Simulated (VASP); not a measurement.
# Ta2N (P-3m1) in VASP: further runs, part 2 of 3

VASP 6.6.1. The steps go on from the part before.

## (4) Optical spectrum, PBE

INCAR reads:

```
  PREC = Accurate
  ENCUT = 520
  EDIFF = 1E-6
  ISMEAR = 0
  SIGMA = 0.02
  LREAL = False
  LASPH = True
  NELM = 80
  ALGO = Normal
  ISIF = 2
  LWAVE = False
  LCHARG = False
  GGA = PE
  LOPTICS = True
  NBANDS = 62
  NEDOS = 1000
  CSHIFT = 0.05
```

KPOINTS reads:

```
regular mesh
0
Gamma
  10 10 6
```

POSCAR reads:

```
Ta2N
1.0
    3.1128615060      0.0000000000      0.0000000000
   -1.5564307530      2.6958171426      0.0000000000
    0.0000000000      0.0000000000      4.8698410000
Ta N
2 1
Direct
    0.3333333333      0.6666666667      0.2547110000
    0.6666666667      0.3333333333      0.7452890000
    0.0000000000      0.0000000000      0.0000000000
```

Potentials or basis: VASP PAW PBE potentials, release 64 (Ta_pv, N).

Launch:

```bash
$ cat potpaw_PBE.64/Ta_pv/POTCAR potpaw_PBE.64/N/POTCAR > POTCAR
$ mpirun -np 1 vasp_std > vasp.out
```

OUTCAR:

```text
PREC = Accurate
   ENCUT = 520
   EDIFF = 1E-6
   ISMEAR = 0
   LREAL = False
   LASPH = True
   NELM = 80
   ISIF = 2
   GGA = PE

 ion  position               nearest neighbor table
   1  0.333  0.667  0.255-   3 2.18   3 2.18   3 2.18   2 2.99   2 2.99   2 2.99   2 3.06   2 3.06
                             2 3.06
   2  0.667  0.333  0.745-   3 2.18   3 2.18   3 2.18   1 2.99   1 2.99   1 2.99   1 3.06   1 3.06
                             1 3.06
   3  0.000  0.000  0.000-   1 2.18   2 2.18   1 2.18   2 2.18   2 2.18   1 2.18

  LATTYP: Found a hexagonal cell.
 ALAT       =     3.1128615060
 C/A-ratio  =     1.5644258476

  Lattice vectors:

 A1 = (   3.1128615060,   0.0000000000,   0.0000000000)
 A2 = (  -1.5564307530,   2.6958171426,   0.0000000000)
 A3 = (   0.0000000000,   0.0000000000,   4.8698410000)

Analysis of symmetry for initial positions (statically):
=====================================================================
 Subroutine PRICEL returns:
 Original cell was already a primitive cell.

 Routine SETGRP: Setting up the symmetry group for a
 hexagonal supercell.

 Subroutine GETGRP returns: Found 12 space group operations
 (whereof 12 operations were pure point group operations)
 out of a pool of 24 trial point group operations.

The static configuration has the point symmetry D_3d.

Analysis of symmetry for dynamics (positions and initial velocities):
=====================================================================
 Subroutine PRICEL returns:
 Original cell was already a primitive cell.

 Routine SETGRP: Setting up the symmetry group for a
 hexagonal supercell.

 Subroutine GETGRP returns: Found 12 space group operations
 (whereof 12 operations were pure point group operations)
 out of a pool of 24 trial point group operations.

The dynamic configuration has the point symmetry D_3d.

 Subroutine INISYM returns: Found 12 space group operations
 (whereof 12 operations are pure point group operations),
 and found     1 'primitive' translations

----------------------------------------------------------------------------------------

                                     Primitive cell

  volume of cell :      40.8663

[... 136 lines left out ...]
  free energy    TOTEN  =       -34.37608839 eV

  energy without entropy =      -34.37548816  energy(sigma->0) =      -34.37578827

 E-fermi :   7.4653     XC(G=0): -12.8464

 val. band max:        7.4581901553   @ k =  -0.1000   0.4000   0.1667
 cond. band min:       7.4719255686   @ k =   0.0000   0.3000   0.3333
 fundamental gap:      0.0137354132
 Fermi energy:         7.4652684500

 k-point     1 :       0.0000    0.0000    0.0000
  band No.  band energies     occupation
      1     -28.2226      2.00000
      2     -27.5126      2.00000
      3     -27.5126      2.00000
      4     -27.3873      2.00000
      5     -27.3873      2.00000
      6     -27.2691      2.00000
[... 661 lines left out ...]
     24      17.4197      0.00000
     25      20.6099      0.00000

 [... further k-points ...]

 [bands above 25 left out]

------------------------ aborting loop because EDIFF is reached ----------------------------------------

  FORCE on cell =-STRESS in cart. coord.  units (eV):
  Direction    XX          YY          ZZ          XY          YZ          ZX
  --------------------------------------------------------------------------------------
  -------------------------------------------------------------------------------------
  Total       -0.3573293     -0.3573293      0.0406288      0.0000000      0.0000000      0.0000000
  in kB      -14.0092286    -14.0092286      1.5928658      0.0000000      0.0000000      0.0000000
  external PRESSURE =      -8.8085305 kB  Pullay stress =       0.0000000 kB

 VOLUME and BASIS-vectors are now :
 -----------------------------------------------------------------------------
  energy-cutoff  :      520.00
  volume of cell :       40.87
      direct lattice vectors                 reciprocal lattice vectors
     3.112861506  0.000000000  0.000000000     0.321247829  0.185472520  0.000000000
    -1.556430753  2.695817143  0.000000000     0.000000000  0.370945041  0.000000000
     0.000000000  0.000000000  4.869841000     0.000000000  0.000000000  0.205345513

 POSITION                                       TOTAL-FORCE (eV/Angst)
 -----------------------------------------------------------------------------------
     -0.00000      1.79721      1.24040        -0.000000      0.000000      0.061379
      1.55643      0.89861      3.62944         0.000000     -0.000000     -0.061379
      0.00000      0.00000      0.00000         0.000000      0.000000      0.000000
 -----------------------------------------------------------------------------------
    total drift:                               -0.000000      0.000000      0.000000

  FREE ENERGIE OF THE ION-ELECTRON SYSTEM (eV)
  ---------------------------------------------------
  free  energy   TOTEN  =       -34.3760883868 eV

  energy  without entropy=      -34.3754881567  energy(sigma->0) =      -34.37578827

 electrical conductivity sigma (Mega S m-1) (frequency dependency in vasprun.xml)
  --------------------------------------------------------------------------------------
       0.180       0.000       0.000
       0.000       0.180      -0.000
       0.000       0.000       0.252

  frequency dependent IMAGINARY DIELECTRIC FUNCTION (independent particle, no local field effects) density-density
     E(ev)      X         Y         Z        XY        YZ        ZX
  --------------------------------------------------------------------------------------------------------------
     0.00000    -0.00000    -0.00000    -0.00000    -0.00000    -0.00000     0.00000
     1.06710     3.30621     3.30621     2.95609    -0.00000     0.00000     0.00000
     2.13421     9.42784     9.42784    16.79792     0.00000     0.00000     0.00000
     3.20131    13.15675    13.15675     8.64794     0.00000     0.00000     0.00000
     4.26841    10.06807    10.06807     4.80004     0.00000     0.00000    -0.00000
     5.33552     8.65829     8.65829     8.19748     0.00000    -0.00000     0.00000
[... 92 lines left out ...]
   104.57614     0.00000     0.00000     0.00000     0.00000     0.00000     0.00000
   105.64324     0.00000     0.00000     0.00000     0.00000     0.00000     0.00000

  frequency dependent      REAL DIELECTRIC FUNCTION (independent particle, no local field effects) density-density
     E(ev)        X           Y           Z          XY          YZ          ZX
  --------------------------------------------------------------------------------------------------------------
     0.00000  1648.08810  1648.08810   451.45234     0.00000     0.00000    -0.00000
     1.06710   -38.29804   -38.29804   -25.68796    -0.00000    -0.00000    -0.00000
     2.13421    -3.26586    -3.26586     0.27871     0.00000    -0.00000     0.00000
     3.20131     1.55570     1.55570     1.02974    -0.00000    -0.00000     0.00000
     4.26841     2.01733     2.01733     3.81602    -0.00000    -0.00000     0.00000
     5.33552    -0.62327    -0.62327     5.10864    -0.00000     0.00000    -0.00000
[... 92 lines left out ...]
   104.57614     0.88920     0.88920     0.89284    -0.00000    -0.00000     0.00000
   105.64324     0.89175     0.89175     0.89532    -0.00000    -0.00000     0.00000

  frequency dependent IMAGINARY DIELECTRIC FUNCTION (independent particle, no local field effects) current-current
     E(ev)      X         Y         Z        XY        YZ        ZX
  --------------------------------------------------------------------------------------------------------------
     0.00000  2332.59150  2332.59150   322.31622     0.00000     0.00000     0.00000
     1.06710     3.15615     3.15615     2.82225     0.00000     0.00000     0.00000
     2.13421     9.70550     9.70550    17.22248     0.00000    -0.00000     0.00000
     3.20131    13.15981    13.15981     8.65985     0.00000    -0.00000     0.00000
     4.26841    10.04281    10.04281     4.78846     0.00000     0.00000     0.00000
     5.33552     8.66768     8.66768     8.20750     0.00000    -0.00000     0.00000
[... 92 lines left out ...]
   104.57614     0.00000     0.00000     0.00000     0.00000     0.00000     0.00000
   105.64324     0.00000     0.00000     0.00000     0.00000     0.00000     0.00000

  frequency dependent      REAL DIELECTRIC FUNCTION (independent particle, no local field effects) current-current
     E(ev)        X           Y           Z          XY          YZ          ZX
  --------------------------------------------------------------------------------------------------------------
     0.00000  -792.12559  -792.12559   -66.57653     0.00000    -0.00000    -0.00000
     1.06710   -32.90202   -32.90202   -23.56258     0.00000    -0.00000     0.00000
     2.13421    -1.92357    -1.92357     0.34176    -0.00000    -0.00000    -0.00000
     3.20131     1.90057     1.90057     1.09464    -0.00000     0.00000    -0.00000
     4.26841     2.23295     2.23295     3.89142    -0.00000    -0.00000    -0.00000
     5.33552    -0.49709    -0.49709     5.10104    -0.00000     0.00000     0.00000
[... 92 lines left out ...]
   104.57614     0.88995     0.88995     0.89320     0.00000     0.00000     0.00000
   105.64324     0.89249     0.89249     0.89567     0.00000     0.00000     0.00000
```

OSZICAR:

```text
N       E                     dE             d eps       ncg     rms          rms(c)
DAV:   1     0.256415249137E+03    0.25642E+03   -0.97081E+03  8936   0.446E+02
DAV:   2    -0.218876181800E+02   -0.27830E+03   -0.25821E+03  9674   0.185E+02
DAV:   3    -0.376134192806E+02   -0.15726E+02   -0.15481E+02 10436   0.419E+01
DAV:   4    -0.376640600110E+02   -0.50641E-01   -0.50626E-01 10166   0.228E+00
DAV:   5    -0.376640993025E+02   -0.39292E-04   -0.39291E-04 10096   0.656E-02    0.263E+01
DAV:   6    -0.348106736931E+02    0.28534E+01   -0.53486E+00 12194   0.812E+00    0.124E+01
DAV:   7    -0.344607824560E+02    0.34989E+00   -0.60234E-01  9842   0.259E+00    0.701E+00
DAV:   8    -0.343779978718E+02    0.82785E-01   -0.13217E-01  9942   0.166E+00    0.440E-01
DAV:   9    -0.343762527667E+02    0.17451E-02   -0.67075E-03  9734   0.348E-01    0.362E-01
DAV:  10    -0.343761550228E+02    0.97744E-04   -0.56655E-04 10370   0.915E-02    0.205E-01
DAV:  11    -0.343760907127E+02    0.64310E-04   -0.20994E-05  9806   0.316E-02    0.291E-02
DAV:  12    -0.343760923214E+02   -0.16087E-05   -0.25116E-06 10036   0.605E-03    0.236E-02
DAV:  13    -0.343760886296E+02    0.36918E-05   -0.20908E-07  5782   0.175E-03    0.322E-03
DAV:  14    -0.343760883868E+02    0.24276E-06   -0.14153E-08  5652   0.493E-04
   1 F= -.34376088E+02 E0= -.34375788E+02  d E =-.600230E-03
 imaginary and real dielectric function
```

stdout:

```text
POSCAR found type information on POSCAR TaN
 POSCAR found :  2 types and       3 ions
 scaLAPACK will be used
 LDA part: xc-table for (Slater+PW92), standard interpolation
 POSCAR, INCAR and KPOINTS ok, starting setup
 FFT: planning ... GRIDC
 FFT: planning ... GRID_SOFT
 FFT: planning ... GRID
 WAVECAR not read
 entering main loop
 optical routines
 imaginary and real dielectric function
 recalculating local potential from charge density
 direction            1
 direction            2
 direction            3
```

Run time: 2.1 min. Hardware: 1 thread of Intel Xeon Platinum 8488C (Sapphire Rapids), shared host; peak memory 0.34 GiB.

Results:

- Free energy: -34.3761 eV
- Pressure: -0.9 GPa
- Largest force: 0.061 eV/Å
- Band gap on the k mesh: none (metal or under the smearing width)

Forces in eV/Å, atoms in the order of the input:
```
Ta   0.000  0.000  0.061
Ta   0.000  0.000 -0.061
N    0.000  0.000  0.000
```

Dielectric function (mean over the directions given):
| energy (eV) | real part | imaginary part |
| --- | --- | --- |
| 0.32 | -81.39 | 0.00 |
| 0.96 | -48.19 | 65.13 |
| 1.60 | -1.96 | 22.05 |
| 2.35 | 2.00 | 11.66 |
| 2.99 | 0.68 | 10.54 |
| 3.63 | -0.22 | 11.73 |
| 4.38 | 2.64 | 13.28 |
| 5.02 | 0.23 | 6.52 |
| 5.66 | 1.44 | 10.91 |
| 6.40 | -0.46 | 10.62 |
| 7.04 | -0.96 | 6.80 |
| 7.68 | -0.27 | 4.57 |
| 8.43 | -0.01 | 4.57 |
| 9.07 | 0.11 | 3.91 |
| 9.71 | -0.49 | 6.72 |
| 10.46 | -1.30 | 6.53 |
| 11.10 | -3.00 | 5.50 |
| 11.74 | -1.61 | 3.28 |
| 12.49 | -2.09 | 3.36 |
| 13.13 | -1.55 | 1.35 |
| 13.77 | -1.26 | 2.18 |
| 14.51 | -1.44 | 1.36 |
| 15.15 | -1.15 | 0.73 |
| 15.79 | -0.68 | 1.32 |
| 16.54 | -0.69 | 1.16 |
| 17.18 | -0.50 | 0.95 |
| 17.82 | -0.31 | 0.83 |
| 18.57 | -0.05 | 1.00 |
| 19.21 | -0.14 | 0.97 |
| 19.95 | 0.05 | 0.73 |

Caveat: spectra need much finer meshes, so this one isn't converged; independent-particle spectra lack excitons; the intraband (Drude) part of a metal's response may be missing.

(Continued in part 3 of 3.)
